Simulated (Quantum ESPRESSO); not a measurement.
# Au (Fm-3m) in Quantum ESPRESSO: notebook, part 2 of 3

Quantum ESPRESSO 7.5. Earlier steps stand in the parts before.

**3. Hubbard U by linear response, PBE+U**

pw.in

```
&CONTROL
  calculation = 'scf'
  prefix = 'pwscf'
  outdir = './tmp'
  pseudo_dir = './pseudo'
  tprnfor = .true.
  tstress = .true.
  disk_io = 'low'
/
&SYSTEM
  ibrav = 0
  nat = 1
  ntyp = 1
  ecutwfc = 45
  ecutrho = 360
  nbnd = 14
  occupations = 'smearing'
  smearing = 'mv'
  degauss = 0.01469973
/
&ELECTRONS
  conv_thr = 2d-10
  electron_maxstep = 120
  mixing_beta = 0.3
/
ATOMIC_SPECIES
Au   196.9666 au_pbe_v1.uspp.F.UPF
CELL_PARAMETERS angstrom
   0.0000000000    2.0350000000    2.0350000000
   2.0350000000    0.0000000000    2.0350000000
   2.0350000000    2.0350000000    0.0000000000
ATOMIC_POSITIONS angstrom
Au     0.0000000000    0.0000000000    0.0000000000
K_POINTS automatic
10 10 10 0 0 0
HUBBARD {ortho-atomic}
U Au-5d 4.0
```

scf2.in

```
&CONTROL
  calculation = 'scf'
  prefix = 'pwscf'
  outdir = './tmp'
  pseudo_dir = './pseudo'
  tprnfor = .true.
  tstress = .true.
  disk_io = 'low'
/
&SYSTEM
  ibrav = 0
  nat = 1
  ntyp = 1
  ecutwfc = 45
  ecutrho = 360
  nbnd = 14
  occupations = 'smearing'
  smearing = 'mv'
  degauss = 0.01469973
/
&ELECTRONS
  conv_thr = 1d-13
  electron_maxstep = 120
  mixing_beta = 0.3
  startingpot = 'file'
  startingwfc = 'file'
/
ATOMIC_SPECIES
Au   196.9666 au_pbe_v1.uspp.F.UPF
CELL_PARAMETERS angstrom
   0.0000000000    2.0350000000    2.0350000000
   2.0350000000    0.0000000000    2.0350000000
   2.0350000000    2.0350000000    0.0000000000
ATOMIC_POSITIONS angstrom
Au     0.0000000000    0.0000000000    0.0000000000
K_POINTS automatic
10 10 10 0 0 0
HUBBARD {ortho-atomic}
U Au-5d 4.0
```

hp.in

```
&INPUTHP
  prefix = 'pwscf'
  outdir = './tmp'
  nq1 = 3
  nq2 = 3
  nq3 = 3
  conv_thr_chi = 1d-06
  niter_max = 80
  iverbosity = 1
  alpha_mix(1) = 0.15
/
```

Potentials or basis: GBRV 1.5 PBE.

Run with:

```sh
> OMP_NUM_THREADS=1 pw.x -in pw.in > pw.out
> OMP_NUM_THREADS=1 pw.x -in scf2.in > scf2.out
> OMP_NUM_THREADS=1 hp.x -in hp.in > hp.out
```

pw.out:

```text
This program is part of the open-source Quantum ESPRESSO suite
     for quantum simulation of materials; please cite
[... 9 lines left out ...]
     --------------------
     sticks:   dense  smooth     PW     G-vecs:    dense   smooth      PW
     Sum         745     367    121                13323     4645     893

     Using Slab Decomposition

     bravais-lattice index     =            0
     lattice parameter (alat)  =       5.4385  a.u.
     unit-cell volume          =     113.7417 (a.u.)^3
     number of atoms/cell      =            1
     number of atomic types    =            1
     number of electrons       =        11.00
     number of Kohn-Sham states=           14
     kinetic-energy cutoff     =      45.0000  Ry
     charge density cutoff     =     360.0000  Ry
     scf convergence threshold =      2.0E-10
     mixing beta               =       0.3000
     number of iterations used =            8  plain     mixing
     Exchange-correlation= SLA  PW   PBE  PBE
                           (   1   4   3   4   0   0   0)
     Hubbard projectors: ortho-atomic
     Hubbard parameters of DFT+U (Dudarev formulation) in eV:
     U(Au-5d) =  4.0000

     Internal variables: lda_plus_u =T, lda_plus_u_kind = 0

     Internal variables: orbital_resolved =F, hub_pot_fix =F, apply_U = F

     celldm(1)=   5.438489  celldm(2)=   0.000000  celldm(3)=   0.000000
     celldm(4)=   0.000000  celldm(5)=   0.000000  celldm(6)=   0.000000

     crystal axes: (cart. coord. in units of alat)
               a(1) = (   0.000000   0.707107   0.707107 )
               a(2) = (   0.707107   0.000000   0.707107 )
               a(3) = (   0.707107   0.707107   0.000000 )

     reciprocal axes: (cart. coord. in units 2 pi/alat)
               b(1) = ( -0.707107  0.707107  0.707107 )
               b(2) = (  0.707107 -0.707107  0.707107 )
               b(3) = (  0.707107  0.707107 -0.707107 )

     PseudoPot. # 1 for Au read from file:
     au_pbe_v1.uspp.F.UPF
     Pseudo is Ultrasoft + core correction, Zval = 11.0
     Generated by new atomic code, or converted to UPF format
     Using radial grid of  985 points,  7 beta functions with:
                l(1) =   0
                l(2) =   0
                l(3) =   1
                l(4) =   1
                l(5) =   2
                l(6) =   2
                l(7) =   3
     Q(r) pseudized with  6 coefficients,  rinner =    1.900   1.900   1.900
                                                       1.900   1.900   1.900
                                                       1.900

     atomic species   valence    mass     pseudopotential
     Au               11.00   196.96660     Au( 1.00)

     48 Sym. Ops., with inversion, found

   Cartesian axes

     site n.     atom                  positions (alat units)
         1        Au     tau(   1) = (   0.0000000   0.0000000   0.0000000  )

     number of k points=    47  Marzari-Vanderbilt smearing, width (Ry)=  0.0147
                       cart. coord. in units 2pi/alat
        k(    1) = (   0.0000000   0.0000000   0.0000000), wk =   0.0020000
        k(    2) = (   0.0707107   0.0707107  -0.0707107), wk =   0.0160000
        k(    3) = (   0.1414214   0.1414214  -0.1414214), wk =   0.0160000
        k(    4) = (   0.2121320   0.2121320  -0.2121320), wk =   0.0160000
        k(    5) = (   0.2828427   0.2828427  -0.2828427), wk =   0.0160000
        k(    6) = (  -0.3535534  -0.3535534   0.3535534), wk =   0.0080000
[... 39 lines left out ...]
        k(   46) = (  -0.0707107  -0.3535534   0.6363961), wk =   0.0480000
        k(   47) = (  -0.7071068   0.2828427   0.0000000), wk =   0.0240000

     Dense  grid:    13323 G-vectors     FFT dimensions: (  36,  36,  36)

     Smooth grid:     4645 G-vectors     FFT dimensions: (  24,  24,  24)

     Initial potential from superposition of free atoms

     starting charge      10.9999, renormalised to      11.0000

     STARTING HUBBARD OCCUPATIONS:

     =================== HUBBARD OCCUPATIONS ===================
     ------------------------ ATOM    1 ------------------------
     Tr[ns(  1)] =  10.00000
     eigenvalues:
       1.000  1.000  1.000  1.000  1.000
     eigenvectors (columns):
       1.000  0.000  0.000  0.000  0.000
       0.000  1.000  0.000  0.000  0.000
       0.000  0.000  1.000  0.000  0.000
       0.000  0.000  0.000  1.000  0.000
       0.000  0.000  0.000  0.000  1.000
     occupation matrix ns (before diag.):
       1.000  0.000  0.000  0.000  0.000
       0.000  1.000  0.000  0.000  0.000
       0.000  0.000  1.000  0.000  0.000
       0.000  0.000  0.000  1.000  0.000
       0.000  0.000  0.000  0.000  1.000

     Number of occupied Hubbard levels =   10.0000

     Atomic wfc used for Hubbard projectors are orthogonalized

     Starting wfcs are    9 randomized atomic wfcs +    5 random wfcs

     Self-consistent Calculation

     iteration #  1     ecut=    45.00 Ry     beta= 0.30
     Davidson diagonalization with overlap
     ethr =  1.00E-02,  avg # of iterations =  8.9

     =================== HUBBARD OCCUPATIONS ===================
     ------------------------ ATOM    1 ------------------------
     Tr[ns(  1)] =   9.67780
     eigenvalues:
       0.961  0.961  0.961  0.977  0.977
     eigenvectors (columns):
      -0.000 -0.000  0.000 -0.058 -0.998
      -0.216  0.211  0.953  0.000  0.000
      -0.650  0.697 -0.302  0.000  0.000
       0.000  0.000 -0.000  0.998 -0.058
       0.728  0.685  0.013 -0.000 -0.000
     occupation matrix ns (before diag.):
       0.977 -0.000 -0.000  0.000  0.000
      -0.000  0.961 -0.000  0.000  0.000
      -0.000 -0.000  0.961  0.000  0.000
       0.000  0.000  0.000  0.977 -0.000
       0.000  0.000  0.000 -0.000  0.961

     Number of occupied Hubbard levels =    9.6778

     Threshold (ethr) on eigenvalues was too large:
     Diagonalizing with lowered threshold

     Davidson diagonalization with overlap
     ethr =  2.30E-04,  avg # of iterations =  2.6

     total energy              =    -114.93787666 Ry
     estimated scf accuracy    <       0.02508828 Ry

     iteration #  2     ecut=    45.00 Ry     beta= 0.30
     Davidson diagonalization with overlap
     ethr =  2.28E-04,  avg # of iterations =  2.1
[... 43 lines left out ...]
     total energy              =    -114.93862073 Ry
     estimated scf accuracy    <          5.1E-09 Ry

     iteration #  9     ecut=    45.00 Ry     beta= 0.30
     Davidson diagonalization with overlap
     ethr =  4.67E-11,  avg # of iterations =  2.0

     End of self-consistent calculation

     =================== HUBBARD OCCUPATIONS ===================
     ------------------------ ATOM    1 ------------------------
     Tr[ns(  1)] =   9.72222
     eigenvalues:
       0.967  0.967  0.967  0.981  0.981
     eigenvectors (columns):
      -0.000  0.000 -0.000  0.040 -0.999
      -0.211  0.952  0.222  0.000  0.000
      -0.631 -0.306  0.713  0.000  0.000
       0.000 -0.000  0.000  0.999  0.040
       0.747  0.011  0.665 -0.000 -0.000
     occupation matrix ns (before diag.):
       0.981 -0.000 -0.000  0.000  0.000
      -0.000  0.967 -0.000  0.000  0.000
      -0.000 -0.000  0.967  0.000  0.000
       0.000  0.000  0.000  0.981 -0.000
       0.000  0.000  0.000 -0.000  0.967

     Number of occupied Hubbard levels =    9.7222

          k = 0.0000 0.0000 0.0000 (   561 PWs)   bands (ev):

     5.9280   9.5064   9.5064   9.5064  11.0182  11.0182  30.4746  34.5676
    34.5676  34.5676  36.7176  36.7176  36.7176  39.5509

          k = 0.0707 0.0707-0.0707 (   573 PWs)   bands (ev):

     6.2702   9.4001   9.6221   9.6221  10.9702  10.9702  30.8645  32.6570
    34.9823  34.9823  36.6951  36.7192  36.7192  40.2385

          k = 0.1414 0.1414-0.1414 (   579 PWs)   bands (ev):
[... 131 lines left out ...]
     7.2560   7.5638  11.9391  11.9433  12.5393  16.8503  22.4671  25.4600
    26.6621  33.8655  36.2071  36.7132  36.7145  36.7227

          k = 0.0000-0.5657 0.5657 (   586 PWs)   bands (ev):

     7.4944   8.0258  11.0089  11.5739  12.3580  19.5008  20.5566  23.8341
    27.7319  33.9642  36.7100  36.7108  36.7162  38.5145

          k =-0.7071 0.0000 0.0000 (   588 PWs)   bands (ev):

     7.0454   7.3621  12.2171  12.6624  12.6624  16.8963  21.7931  25.9624
    25.9624  33.2815  35.9114  36.7125  36.7140  36.7140

          k = 0.2828 0.1414 0.0000 (   581 PWs)   bands (ev):

     7.8188   8.7698   9.7907  10.3472  10.7240  11.7824  29.1252  30.6499
    33.9560  34.1162  36.5992  36.7238  36.7240  38.0324

          k = 0.3536 0.2121-0.0707 (   579 PWs)   bands (ev):

     8.1058   9.1738   9.4171  10.3858  11.3217  13.0590  25.6263  29.5983
    32.0736  35.0560  36.6614  36.7157  36.7328  38.0163

          k =-0.2828-0.4243 0.5657 (   578 PWs)   bands (ev):
[... 41 lines left out ...]
     7.7368   8.1564  10.4459  11.4196  12.4663  18.6434  21.5429  24.5344
    26.8005  35.2991  36.7084  36.7141  36.7232  38.4706

          k = 0.0000-0.4243 0.5657 (   586 PWs)   bands (ev):

     8.0598   8.7242   9.7367  10.9872  12.2191  19.1747  21.8301  23.0845
    28.0677  35.0054  36.7094  36.7133  36.7287  40.4368

          k =-0.7071 0.1414 0.0000 (   578 PWs)   bands (ev):

     7.3558   7.6527  11.5191  11.8453  12.6631  18.3545  21.3641  25.2748
    25.7134  35.1037  36.3203  36.7159  36.7188  36.7331

          k =-0.1414-0.4243 0.7071 (   575 PWs)   bands (ev):

     8.2990   8.5713   9.4420  11.1708  12.2084  17.7071  23.0243  24.2679
    27.3129  36.5909  36.7101  36.7191  37.2091  37.6867

          k =-0.0707-0.3536 0.6364 (   580 PWs)   bands (ev):

     8.2759   8.8732   9.2584  10.9082  12.4445  19.7272  21.1592  23.9928
    26.4791  36.6009  36.7125  36.7142  37.0718  39.1047

          k =-0.7071 0.2828 0.0000 (   582 PWs)   bands (ev):

     8.0089   8.4892   9.8197  11.0765  12.6642  20.7861  20.9220  23.4216
    25.4474  36.6857  36.7113  36.7123  37.7527  39.1802

     the Fermi energy is    15.3103 ev

!    total energy              =    -114.93862073 Ry
     estimated scf accuracy    <          1.6E-11 Ry
     smearing contrib. (-TS)   =       0.00018327 Ry
     internal energy E=F+TS    =    -114.93880400 Ry

     The total energy is F=E-TS. E is the sum of the following terms:
     one-electron contribution =      10.97332443 Ry
     hartree contribution      =       8.53779106 Ry
     xc contribution           =     -62.35914281 Ry
     ewald contribution        =     -72.13040479 Ry
     Hubbard energy            =       0.03962811 Ry

     convergence has been achieved in   9 iterations

     Forces acting on atoms (cartesian axes, Ry/au):

     atom    1 type  1   force =     0.00000000    0.00000000    0.00000000

     Total force =     0.000000     Total SCF correction =     0.000000

     Computing stress (Cartesian axis) and pressure

          total   stress  (Ry/bohr**3)                   (kbar)     P=      136.04
   0.00092478  -0.00000000  -0.00000000          136.04       -0.00       -0.00
  -0.00000000   0.00092478  -0.00000000           -0.00      136.04       -0.00
  -0.00000000  -0.00000000   0.00092478           -0.00       -0.00      136.04

=------------------------------------------------------------------------------=
   JOB DONE.
=------------------------------------------------------------------------------=
```

Wall time 3.4 min (1 thread of Arm Neoverse V2, shared host); peak memory 0.12 GiB.

Results:

| Item | Value |
| --- | --- |
| Free energy | -1563.8196 eV |
| Pressure | 13.6 GPa |
| Band gap on the k mesh | none (metal or under the smearing width) |
| Hubbard U from linear response | 9.81 eV |

Levels at points of the mesh, in eV from the Fermi level:
```
             k point  band 4  band 5  band 6  band 7  band 8  band 9
  (0.00, 0.00, 0.00)   -5.80   -4.29   -4.29   15.16   19.26   19.26
 (0.00, 0.00, -0.50)   -3.01   -3.01   -0.43    3.56   14.58   17.89
(0.00, -0.50, -0.50)   -2.65   -2.65    1.59    6.48   10.65   10.65
```

Eigenvalues of the final occupation matrices:
```csv
site,spin,trace,eigenvalues
Au 1 5d,each,4.86,0.97 0.97 0.97 0.98 0.98
```

Hubbard U from linear response:
```tsv
site	manifold	U (eV)
1	Au-5d	9.81
```
On the first site the bare response is -0.070 and the screened one -0.041 eV⁻¹.

Caveat: U without spin polarisation on a metal has little footing; the U is typed as a test and isn't derived for this compound.

(Part 2 of 3 ends here.)
